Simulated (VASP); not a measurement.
Consider the following.

```yaml
crystal:
  lattice:
    - [3.77874, 0.00000, 0.00000]
    - [0.00000, 3.77874, 0.00000]
    - [0.00000, 0.00000, 3.77874]
  atoms:
    - { symbol: La, position: [0.00000, 0.00000, 0.00000] }
    - { symbol: Al, position: [0.50000, 0.50000, 0.50000] }
    - { symbol: O, position: [0.50000, 0.00000, 0.50000] }
    - { symbol: O, position: [0.00000, 0.50000, 0.50000] }
    - { symbol: O, position: [0.50000, 0.50000, 0.00000] }
```

The numbers are results of SCAN meta-GGA, VASP's PBE PAW potentials (set 64) (plane waves; VASP), not measurements. Numerical set-up: 520 eV cut-off, 7×7×7 Γ-centred mesh, tetrahedra with Blöchl corrections, potentials La Al O.

Question: Estimate the energy per atom (σ→0), band gap (over mesh and band path) with the smallest direct gap where there is one.

Answer: 
| Quantity | Value |
|---|---|
| band gap (over mesh and band path) | 4.02 eV |
| smallest direct gap (over mesh and band path) | 4.15 eV |
| energy per atom (σ→0) | -17598 meV/atom |

Only differences to runs with the same potentials and settings are physical.

The compound is LaAlO3 in the cubic perovskite structure, the ideal cubic form; the compound distorts at low or room temperature. It was relaxed first.
